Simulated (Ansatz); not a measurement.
# What a trial cell of Tl relaxes into

These are results of DFT PBE, scalar-relativistic, plane waves, PAW in Ansatz 0.2.0, not measurements. Cutoff 420 eV, Γ-centred k mesh, Gaussian smearing, no spin polarisation in the final step.

Tl was placed on the alpha-boron structure type (R-3m, No. 166), at a guessed volume.

```yaml
crystal:
  lattice:
    - [4.01897, 2.32035, 6.85396]
    - [-4.01897, 2.32035, 6.85396]
    - [0.00000, -4.64071, 6.85396]
  atoms:
    - { symbol: Tl, position: [0.01019, 0.65361, 0.01019] }
    - { symbol: Tl, position: [0.01019, 0.01019, 0.65361] }
    - { symbol: Tl, position: [0.65361, 0.01019, 0.01019] }
    - { symbol: Tl, position: [0.98981, 0.34639, 0.98981] }
    - { symbol: Tl, position: [0.34639, 0.98981, 0.98981] }
    - { symbol: Tl, position: [0.98981, 0.98981, 0.34639] }
    - { symbol: Tl, position: [0.22118, 0.63060, 0.22118] }
    - { symbol: Tl, position: [0.22118, 0.22118, 0.63060] }
    - { symbol: Tl, position: [0.63060, 0.22118, 0.22118] }
    - { symbol: Tl, position: [0.77882, 0.36940, 0.77882] }
    - { symbol: Tl, position: [0.36940, 0.77882, 0.77882] }
    - { symbol: Tl, position: [0.77882, 0.77882, 0.36940] }
```

Cell and atoms relax at zero pressure; the relaxation can't lower the symmetry of the start. After a coarse first stage the cell is made exact in the group found at 0.06 Å.

Energies count from the standard state of Tl at the same level.

**Question.** What does it relax into?

**Answer.** It keeps R-3m (No. 166), but not the shape of the type it started on. Conventional cell: a = 8.992 Å, c = 18.445 Å. Tl on Wyckoff site h (6 atoms of the primitive cell) has 6 Tl at 3.25–3.28 Å; Tl on Wyckoff site h (6 atoms of the primitive cell) is coordinated by 7 Tl at 3.25–3.46 Å.

```cif
data_structure
_symmetry_space_group_name_H-M 'R-3m:H'
_symmetry_Int_Tables_number 166
_cell_length_a 8.9920
_cell_length_b 8.9920
_cell_length_c 18.4451
_cell_angle_alpha 90.000
_cell_angle_beta 90.000
_cell_angle_gamma 120.000
_cell_volume 1291.58
loop_
_atom_site_label
_atom_site_type_symbol
_atom_site_symmetry_multiplicity
_atom_site_Wyckoff_symbol
_atom_site_fract_x
_atom_site_fract_y
_atom_site_fract_z
_atom_site_occupancy
Tl1 Tl 18 h 0.21189 0.78811 0.91347 1
Tl2 Tl 18 h 0.20490 0.79510 0.09067 1
```

**Question.** What are its volume, energy, density and gap?

**Answer.** The volume per atom is 35.88 Å³, the density is 9.46 g/cm³ and the energy over the standard structure is 0.12 eV/atom. The gap on the 6×6×6 mesh is 0 eV (a metal).

The final run used a 6×6×6 mesh on its 12-atom cell and 0.10 eV smearing. The k mesh leaves about 4 meV/atom of noise in metals. Spin–orbit coupling is left out. Symmetry constrained the relaxation, so the result can be a saddle point.

Cost: 4 runs of about 37 core-minutes in all, on Intel Xeon Platinum 8375C (Ice Lake) (shared hosts).